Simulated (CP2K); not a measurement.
Crystal: B.

```
B
1.0
     2.34611    0.00000    0.00000
     0.00000    2.34611    0.00000
     0.00000    0.00000    1.58579
B
1
Direct
  0.50000 0.50000 0.50000
```

The cell was built by a generator and needn't be a form met in nature.

Base run:

- Program: CP2K 2026.2
- Functional: PBE
- Potentials or basis: POTENTIAL_UZH B GTH-PBE0-q3; DZVP-MOLOPT-SR-GTH basis
- Density cutoff: 6123 eV
- k mesh: 11 × 11 × 16
- Occupations: fermi-dirac, width 0.05 eV
- Spin: no spin polarisation

Its results: band gap on the k mesh none (metal or under the smearing width); pressure -0.4 GPa.

**Question.** After a change of settings the same cell gave: band gap on the k mesh none (metal or under the smearing width); pressure -2.0 GPa. Which change was it?
A. potentials or basis from POTENTIAL_UZH B GTH-PBE0-q3; DZVP-MOLOPT-SR-GTH basis to GTH_POTENTIALS B GTH-PADE-q3; DZVP-MOLOPT-SR-GTH basis; potentials from B GTH-PBE0-q3 of POTENTIAL_UZH to B GTH-PADE-q3 of GTH_POTENTIALS
B. potentials or basis from POTENTIAL_UZH B GTH-PBE0-q3; DZVP-MOLOPT-SR-GTH basis to GTH_POTENTIALS B GTH-PBE-q3; DZVP-MOLOPT-SR-GTH basis; potentials from B GTH-PBE0-q3 of POTENTIAL_UZH to B GTH-PBE-q3 of GTH_POTENTIALS
C. potentials or basis from POTENTIAL_UZH B GTH-PBE0-q3; DZVP-MOLOPT-SR-GTH basis to GTH_POTENTIALS B GTH-BLYP-q3; DZVP-MOLOPT-SR-GTH basis; potentials from B GTH-PBE0-q3 of POTENTIAL_UZH to B GTH-BLYP-q3 of GTH_POTENTIALS
D. potentials or basis from POTENTIAL_UZH B GTH-PBE0-q3; DZVP-MOLOPT-SR-GTH basis to POTENTIAL_UZH B GTH-SCAN-q3; DZVP-MOLOPT-SR-GTH basis; potentials from B GTH-PBE0-q3 of POTENTIAL_UZH to B GTH-SCAN-q3 of POTENTIAL_UZH

**Answer.** D.

Caveats: the basis of atomic orbitals isn't converged, which shifts pressures, moduli and gaps; the potentials were made for another functional, which shifts forces and pressure (some runs).

Not every run made on this cell is shown here.
